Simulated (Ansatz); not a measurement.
**AgCl: single point with PBE**

AgCl:

```xyz
4
Lattice="1.8709 -5.5566 0.0000 1.8709 5.5566 0.0000 0.0000 0.0000 3.9240" Properties=species:S:1:pos:R:3 pbc="T T T"
Ag    1.8804   -1.1399    1.0331
Ag    1.8545    1.1538    2.8991
Cl    1.8734    4.0393    2.9660
Cl    1.8094   -4.0130    0.9643
```

The cell comes from a database or a generator and needn't be the stable form of this composition.

The cell isn't the ideal one: atoms moved at random, drawn with an rms of 0.05 Å.

```
Program             : Ansatz 0.2.0
Task                : single point
Functional          : PBE
Potentials or basis : Ansatz PAW
Cutoff              : 420 eV (not typed: the program's choice for these potentials)
k mesh              : 8 × 8 × 7
Occupations         : fermi-dirac, width 0.05 eV
Spin                : no spin polarisation
```

* Pressure: 1.7 GPa
* Largest force: 0.154 eV/Å
* Band gap on the k mesh: 0.48 eV, indirect (least direct gap 1.92 eV)

Forces in eV/Å, atoms in the order of the input:
```
Ag  -0.012 -0.006 -0.085
Ag  -0.068  0.006  0.083
Cl  -0.005  0.125  0.027
Cl   0.085 -0.125 -0.025
```

Stress tensor (GPa, compression positive):
```
 1.67 -0.16 -0.02
-0.16  1.75  0.07
-0.02  0.07  1.57
```

Levels at points of the mesh, in eV from the valence-band top:
```tsv
k point	band 23	band 24	band 25	band 26	band 27	band 28	band 29	band 30
(0.00, 0.00, 0.00)	-2.12	-1.84	-1.59	-1.44	0.48	3.22	7.84	8.30
(0.00, -0.50, 0.00)	-1.21	-0.95	-0.07	0.00	2.98	5.19	5.82	7.11
(-0.50, 0.00, 0.00)	-1.30	-1.04	-0.06	-0.02	3.05	5.23	5.85	7.13
(-0.50, -0.50, 0.00)	-1.95	-1.63	-1.54	-1.40	2.11	3.70	6.25	8.31
```

Wall time 25 s on 2 threads of Arm Neoverse V2 (shared host), peak memory 0.65 GiB.

Caveat: odd divisions of the mesh miss points on the zone boundary, where band edges often lie, so the gap on the mesh can be too wide. A k mesh can miss the band edges.
